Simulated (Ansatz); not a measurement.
Born–Oppenheimer molecular dynamics of a periodic cell of 18 atoms, MgI2 (host MgI2, host structure P-3m1). It goes on from the last frame of an earlier run, with new velocities.

Computed with Ansatz 0.2.0, DFT LDA, scalar-relativistic, plane waves, PAW. Settings: accuracy low, cutoff 420 eV, k mesh 1x1x1, fermi-dirac smearing 0.05 eV, no spin polarisation.

```yaml
ensemble: NVT, Nosé–Hoover chain
time_step: 2 fs
steps_asked: 200
set_temperature: 1170 K
thermostat: time constant 5 fs, chain length 1
seed: 33246
```

Frames 20 fs apart, positions in Å, forces in eV/Å.

Velocities at 20.0 fs (Å/ps):

```
Mg 2.61 3.84 2.48
I -2.70 2.90 -5.21
I -1.96 0.56 -0.55
Mg 1.79 7.17 6.85
I -3.71 1.94 -3.00
I -0.64 3.23 3.55
Mg -0.28 -11.26 -1.66
I -0.35 1.96 -4.15
I -4.15 -0.80 2.51
Mg 2.89 -0.03 7.62
I 0.96 0.05 0.29
I 5.18 -5.50 1.85
Mg 10.43 1.78 1.98
I -3.49 -4.21 0.01
I 3.79 -0.59 -1.63
Mg 4.47 5.20 -0.94
I 2.55 -3.01 -1.23
I 0.33 2.18 4.42
```

```xyz
18
Lattice="8.1239 0.0000 0.0000 -6.0930 10.5533 0.0000 0.0000 0.0000 6.7503" Properties=species:S:1:pos:R:3:forces:R:3 time_fs=20.0 energy_less_start_eV=-0.218 T=1157
Mg 0.101 0.077 0.267 0.65 0.06 -0.55
I 0.177 2.379 2.199 -0.07 -0.06 -0.05
I 2.148 1.548 5.370 0.36 -0.24 0.60
Mg -1.784 3.587 0.596 -0.60 -0.36 -0.57
I -1.934 5.979 1.778 -0.10 0.30 0.34
I -0.056 4.658 5.304 -0.05 0.46 0.29
Mg -3.926 7.454 -0.017 0.09 -0.79 0.08
I -3.818 9.460 1.884 -0.08 0.41 -0.39
I -1.901 8.344 5.072 0.70 0.01 0.27
Mg 4.457 0.179 0.027 -0.59 0.00 -0.34
I 4.451 2.009 2.094 -0.18 0.53 -0.29
I 6.475 1.226 5.088 -0.42 -0.25 0.74
Mg 1.716 3.809 0.565 0.97 -0.20 -1.00
I 2.131 6.063 1.975 -0.06 0.15 0.09
I 3.908 4.826 5.417 0.37 0.05 0.52
Mg 0.137 7.082 0.202 -0.02 -0.53 -0.78
I 0.162 9.279 1.654 0.16 0.40 0.53
I 2.515 8.500 4.920 -1.14 0.06 0.51
18
Lattice="8.1239 0.0000 0.0000 -6.0930 10.5533 0.0000 0.0000 0.0000 6.7503" Properties=species:S:1:pos:R:3:forces:R:3 time_fs=40.0 energy_less_start_eV=-0.413 T=1144
Mg 0.201 0.153 0.276 0.41 -0.15 -0.33
I 0.124 2.436 2.097 0.40 0.02 0.17
I 2.116 1.557 5.368 0.65 0.03 0.47
Mg -1.792 3.688 0.675 -0.45 -0.74 -0.89
I -2.009 6.025 1.726 -0.02 0.76 0.76
I -0.069 4.728 5.379 0.15 0.24 0.11
Mg -3.927 7.191 -0.040 -0.05 0.19 0.22
I -3.826 9.504 1.796 0.00 0.18 -0.16
I -1.972 8.329 5.126 0.85 0.13 0.14
Mg 4.469 0.172 0.138 -0.48 -0.27 -0.69
I 4.467 2.018 2.097 -0.25 0.68 -0.07
I 6.569 1.114 5.135 -0.92 -0.04 0.47
Mg 1.982 3.811 0.520 0.28 -0.73 -0.92
I 2.062 5.984 1.979 0.21 0.44 0.32
I 3.988 4.813 5.391 0.16 -0.39 0.17
Mg 0.220 7.134 0.113 -0.14 -0.55 -0.91
I 0.215 9.227 1.640 0.12 0.56 0.73
I 2.505 8.543 5.015 -0.92 -0.37 0.40
18
Lattice="8.1239 0.0000 0.0000 -6.0930 10.5533 0.0000 0.0000 0.0000 6.7503" Properties=species:S:1:pos:R:3:forces:R:3 time_fs=60.0 energy_less_start_eV=-0.403 T=1125
Mg 0.354 0.205 0.238 -0.32 -0.25 0.20
I 0.085 2.491 2.003 0.65 0.02 0.17
I 2.105 1.566 5.379 0.94 0.13 -0.17
Mg -1.868 3.681 0.622 -0.21 -0.35 -0.57
I -2.081 6.089 1.697 0.24 0.24 0.88
I -0.076 4.802 5.453 0.23 -0.42 -0.53
Mg -3.938 6.971 -0.025 -0.34 1.30 0.42
I -3.833 9.552 1.708 0.23 0.02 0.33
I -2.015 8.318 5.181 0.72 0.15 -0.09
Mg 4.410 0.125 0.146 -0.02 -0.38 -0.40
I 4.475 2.047 2.096 -0.37 0.54 -0.19
I 6.632 1.005 5.194 -1.35 0.33 0.11
Mg 2.280 3.714 0.350 -0.49 -0.26 0.35
I 2.002 5.919 1.990 0.42 -0.02 -0.21
I 4.070 4.789 5.370 0.26 -0.96 -0.73
Mg 0.280 7.116 -0.100 -0.04 0.59 0.07
I 0.269 9.192 1.646 -0.07 0.19 0.25
I 2.468 8.572 5.117 -0.49 -0.88 0.12
18
Lattice="8.1239 0.0000 0.0000 -6.0930 10.5533 0.0000 0.0000 0.0000 6.7503" Properties=species:S:1:pos:R:3:forces:R:3 time_fs=80.0 energy_less_start_eV=0.206 T=1152
Mg 0.465 0.224 0.226 -1.11 0.09 0.44
I 0.063 2.551 1.907 0.51 -0.08 0.15
I 2.122 1.579 5.384 0.88 -0.27 -1.06
Mg -1.983 3.615 0.469 0.21 0.17 -0.10
I -2.151 6.167 1.695 0.47 -0.43 0.83
I -0.078 4.867 5.516 0.19 -0.99 -0.95
Mg -4.007 6.931 0.057 -0.58 0.96 0.25
I -3.833 9.603 1.624 0.54 -0.30 1.06
I -2.039 8.312 5.237 0.47 0.12 -0.49
Mg 4.342 0.017 0.087 0.49 -0.01 0.03
I 4.471 2.095 2.090 -0.42 0.17 -0.39
I 6.657 0.899 5.261 -1.56 0.71 -0.22
Mg 2.524 3.568 0.224 -0.91 0.50 1.58
I 1.951 5.849 1.996 0.68 -0.22 -0.59
I 4.168 4.735 5.325 0.44 -0.43 -1.01
Mg 0.337 7.186 -0.321 -0.14 1.06 0.90
I 0.325 9.161 1.662 -0.31 0.05 0.05
I 2.413 8.576 5.231 0.14 -1.08 -0.48
18
Lattice="8.1239 0.0000 0.0000 -6.0930 10.5533 0.0000 0.0000 0.0000 6.7503" Properties=species:S:1:pos:R:3:forces:R:3 time_fs=100.0 energy_less_start_eV=0.559 T=1153
Mg 0.420 0.262 0.280 -0.78 0.43 0.38
I 0.055 2.615 1.806 0.26 -0.23 0.28
I 2.168 1.585 5.360 0.48 -0.37 -0.87
Mg -2.075 3.563 0.281 0.64 0.32 0.24
I -2.214 6.240 1.718 0.35 -0.59 0.60
I -0.073 4.913 5.557 0.34 -0.23 -0.74
Mg -4.167 7.036 0.191 -0.11 -0.16 0.22
I -3.817 9.651 1.564 0.48 -0.38 1.44
I -2.050 8.307 5.284 0.13 -0.12 -0.96
Mg 4.343 -0.101 0.025 0.55 0.64 0.32
I 4.455 2.155 2.071 -0.20 -0.14 -0.30
I 6.635 0.803 5.328 -1.61 1.03 -0.68
Mg 2.652 3.481 0.318 -0.75 0.75 1.02
I 1.916 5.766 1.985 0.82 -0.10 -0.48
I 4.287 4.661 5.246 -0.22 0.08 -0.43
Mg 0.361 7.403 -0.426 -1.27 -0.65 1.03
I 0.377 9.130 1.683 -0.47 0.19 0.37
I 2.358 8.548 5.341 1.34 -0.46 -1.44
18
Lattice="8.1239 0.0000 0.0000 -6.0930 10.5533 0.0000 0.0000 0.0000 6.7503" Properties=species:S:1:pos:R:3:forces:R:3 time_fs=120.0 energy_less_start_eV=0.838 T=1164
Mg 0.260 0.357 0.399 0.44 -0.16 0.19
I 0.053 2.675 1.709 -0.01 -0.17 0.76
I 2.232 1.582 5.309 0.11 -0.02 0.05
Mg -2.073 3.556 0.120 0.63 0.18 0.52
I -2.270 6.300 1.762 0.29 -0.55 0.36
I -0.057 4.952 5.578 0.49 0.20 -0.70
Mg -4.352 7.131 0.371 0.47 -0.58 0.35
I -3.787 9.692 1.543 0.00 0.02 1.20
I -2.058 8.300 5.304 -0.40 -0.05 -1.22
Mg 4.423 -0.129 0.010 -0.16 0.76 0.47
I 4.433 2.212 2.043 0.45 -0.49 0.08
I 6.563 0.734 5.377 -1.19 1.21 -1.21
Mg 2.663 3.501 0.568 -0.64 0.18 -0.77
I 1.904 5.676 1.959 0.63 0.39 0.14
I 4.406 4.585 5.147 -0.94 0.27 -0.13
Mg 0.202 7.545 -0.381 -0.81 -1.35 0.48
I 0.417 9.103 1.716 -0.49 0.41 0.98
I 2.338 8.503 5.415 1.11 -0.27 -1.55
18
Lattice="8.1239 0.0000 0.0000 -6.0930 10.5533 0.0000 0.0000 0.0000 6.7503" Properties=species:S:1:pos:R:3:forces:R:3 time_fs=140.0 energy_less_start_eV=1.398 T=1212
Mg 0.143 0.430 0.549 0.66 -1.07 -0.61
I 0.052 2.736 1.629 -0.20 0.06 1.40
I 2.305 1.577 5.254 -0.25 0.12 0.49
Mg -1.977 3.579 0.029 -0.09 0.05 0.38
I -2.319 6.346 1.821 0.64 -0.61 0.27
I -0.024 5.000 5.577 0.69 0.10 -0.88
Mg -4.483 7.153 0.613 0.42 0.05 -0.29
I -3.753 9.735 1.560 -0.33 0.26 1.05
I -2.079 8.292 5.287 -0.94 0.69 -1.25
Mg 4.480 -0.043 0.070 -1.02 0.15 0.44
I 4.423 2.260 2.014 0.82 -0.61 0.19
I 6.450 0.698 5.393 0.13 1.20 -1.24
Mg 2.577 3.543 0.718 0.02 -1.03 -2.05
I 1.910 5.593 1.938 0.00 1.40 1.28
I 4.506 4.510 5.037 -1.00 0.33 0.04
Mg -0.085 7.486 -0.240 0.87 -0.87 0.44
I 0.446 9.086 1.782 -0.40 0.36 1.03
I 2.350 8.445 5.447 -0.01 -0.57 -0.68
18
Lattice="8.1239 0.0000 0.0000 -6.0930 10.5533 0.0000 0.0000 0.0000 6.7503" Properties=species:S:1:pos:R:3:forces:R:3 time_fs=160.0 energy_less_start_eV=1.237 T=1201
Mg 0.114 0.356 0.621 0.13 -0.75 -0.96
I 0.046 2.799 1.585 -0.20 -0.68 1.47
I 2.375 1.576 5.208 -0.57 0.06 0.48
Mg -1.885 3.612 -0.012 -0.72 -0.03 -0.04
I -2.353 6.378 1.892 0.94 -0.73 0.21
I 0.032 5.053 5.548 0.79 -0.31 -1.17
Mg -4.557 7.184 0.827 0.23 0.67 -0.90
I -3.727 9.789 1.610 -0.68 0.12 1.25
I -2.127 8.303 5.233 -0.09 0.73 -0.46
Mg 4.401 0.080 0.194 -0.43 -0.13 -0.30
I 4.435 2.293 1.988 0.60 -0.33 0.07
I 6.330 0.695 5.374 0.73 0.84 -0.62
Mg 2.481 3.451 0.576 0.39 -0.50 -1.63
I 1.918 5.541 1.950 0.00 0.70 1.26
I 4.584 4.441 4.920 -0.77 0.34 0.28
Mg -0.292 7.296 -0.020 0.32 0.33 0.45
I 0.464 9.079 1.883 -0.38 0.15 0.66
I 2.365 8.366 5.460 -0.28 -0.49 -0.06
18
Lattice="8.1239 0.0000 0.0000 -6.0930 10.5533 0.0000 0.0000 0.0000 6.7503" Properties=species:S:1:pos:R:3:forces:R:3 time_fs=180.0 energy_less_start_eV=0.953 T=1191
Mg 0.107 0.181 0.547 -0.29 0.00 -0.83
I 0.034 2.838 1.585 0.03 -1.31 0.81
I 2.423 1.573 5.178 -0.81 -0.99 -0.67
Mg -1.895 3.636 -0.049 -0.29 -0.15 0.01
I -2.359 6.385 1.964 0.45 -0.77 0.22
I 0.105 5.094 5.490 0.45 -0.16 -0.87
Mg -4.589 7.297 0.900 0.11 0.18 -0.53
I -3.723 9.842 1.693 -0.96 -0.03 1.50
I -2.174 8.332 5.170 0.56 0.42 0.36
Mg 4.270 0.176 0.261 0.52 -0.18 -1.04
I 4.463 2.314 1.966 0.14 -0.06 -0.18
I 6.240 0.716 5.338 0.79 0.47 -0.11
Mg 2.445 3.309 0.224 0.17 1.42 0.53
I 1.927 5.514 1.996 0.53 0.09 0.37
I 4.633 4.387 4.820 -0.77 0.49 0.32
Mg -0.428 7.159 0.240 0.09 0.60 -0.26
I 0.469 9.077 1.995 -0.31 0.09 0.38
I 2.371 8.280 5.468 -0.41 -0.10 -0.01
18
Lattice="8.1239 0.0000 0.0000 -6.0930 10.5533 0.0000 0.0000 0.0000 6.7503" Properties=species:S:1:pos:R:3:forces:R:3 time_fs=200.0 energy_less_start_eV=1.019 T=1222
Mg 0.061 -0.005 0.344 -0.14 0.26 -0.21
I 0.023 2.839 1.609 0.09 -1.25 0.03
I 2.446 1.540 5.127 -0.99 -1.58 -1.21
Mg -1.949 3.637 -0.081 0.38 -0.24 0.36
I -2.353 6.369 2.043 -0.49 -0.81 0.39
I 0.193 5.131 5.405 -0.12 0.10 -0.16
Mg -4.599 7.439 0.896 0.30 -0.49 0.34
I -3.747 9.895 1.821 -0.76 0.21 0.82
I -2.205 8.376 5.117 0.71 0.23 0.75
Mg 4.199 0.240 0.180 0.07 -0.43 -0.44
I 4.496 2.332 1.937 -0.15 -0.16 -0.54
I 6.174 0.752 5.297 1.09 0.31 -0.21
Mg 2.435 3.386 -0.060 -0.11 2.15 1.50
I 1.951 5.492 2.055 0.84 0.32 -0.17
I 4.657 4.348 4.729 -0.83 0.64 0.40
Mg -0.535 7.112 0.458 0.82 0.45 -1.18
I 0.466 9.078 2.120 -0.12 0.11 -0.04
I 2.364 8.190 5.476 -0.59 0.18 -0.42
18
Lattice="8.1239 0.0000 0.0000 -6.0930 10.5533 0.0000 0.0000 0.0000 6.7503" Properties=species:S:1:pos:R:3:forces:R:3 time_fs=220.0 energy_less_start_eV=0.732 T=1183
Mg -0.001 -0.141 0.121 0.18 0.52 0.55
I 0.015 2.804 1.635 0.18 -0.89 -0.31
I 2.440 1.470 5.049 -1.15 0.35 0.17
Mg -1.954 3.604 -0.063 0.30 -0.19 0.23
I -2.357 6.331 2.129 -0.16 -0.44 -0.19
I 0.272 5.168 5.318 -0.60 0.10 0.16
Mg -4.565 7.510 0.935 0.37 -0.40 0.56
I -3.792 9.951 1.967 -0.58 0.15 -0.14
I -2.214 8.424 5.087 0.70 0.03 0.88
Mg 4.141 0.241 0.041 -0.48 -0.41 0.41
I 4.523 2.345 1.895 -0.31 -0.40 -0.76
I 6.143 0.797 5.251 1.28 0.28 -0.38
Mg 2.413 3.739 -0.138 -0.04 -0.01 0.19
I 1.998 5.481 2.107 0.77 0.42 -0.38
I 4.658 4.329 4.655 -0.65 0.54 0.91
Mg -0.528 7.137 0.503 0.57 0.33 -0.89
I 0.459 9.082 2.237 0.01 0.02 -0.57
I 2.341 8.108 5.472 -0.41 0.00 -0.46
18
Lattice="8.1239 0.0000 0.0000 -6.0930 10.5533 0.0000 0.0000 0.0000 6.7503" Properties=species:S:1:pos:R:3:forces:R:3 time_fs=240.0 energy_less_start_eV=1.101 T=1165
Mg -0.037 -0.195 -0.020 0.34 0.66 0.83
I 0.013 2.741 1.652 0.45 -0.51 -0.32
I 2.398 1.407 4.973 -1.16 1.05 0.55
Mg -1.912 3.541 -0.013 -0.07 -0.05 -0.23
I -2.365 6.279 2.208 0.81 0.09 -0.98
I 0.334 5.208 5.235 -1.22 -0.01 0.13
Mg -4.476 7.520 1.055 0.05 0.06 0.08
I -3.856 10.012 2.109 -0.47 -0.25 -0.80
I -2.202 8.473 5.084 0.63 -0.28 0.82
Mg 4.019 0.180 -0.043 -0.11 0.04 0.58
I 4.541 2.345 1.829 -0.49 -0.58 -0.67
I 6.150 0.850 5.195 0.86 0.18 -0.08
Mg 2.391 4.113 -0.169 0.45 -1.04 -0.16
I 2.069 5.481 2.149 0.44 0.40 -0.28
I 4.638 4.326 4.609 -0.52 0.27 1.49
Mg -0.433 7.215 0.410 -0.07 0.16 -0.11
I 0.452 9.086 2.338 -0.01 -0.15 -1.01
I 2.306 8.026 5.455 0.09 -0.04 0.16
```

Of the whole run (400 fs, mean temperature of the second half 1171 K): The conserved energy stayed within 0.1 meV per atom of its start (net change 0.06 meV per atom), so the integration is sound. A run of 0.4 ps of so small a system gives no equilibrium averages. Limits of this set-up: coarse k mesh, low accuracy level.

Run time: 15 min on 2 threads of Intel(R) Xeon(R) Processor @ 2.50GHz (Skylake/Cascade Lake), with other jobs on the host, peak memory 0.64 GiB.
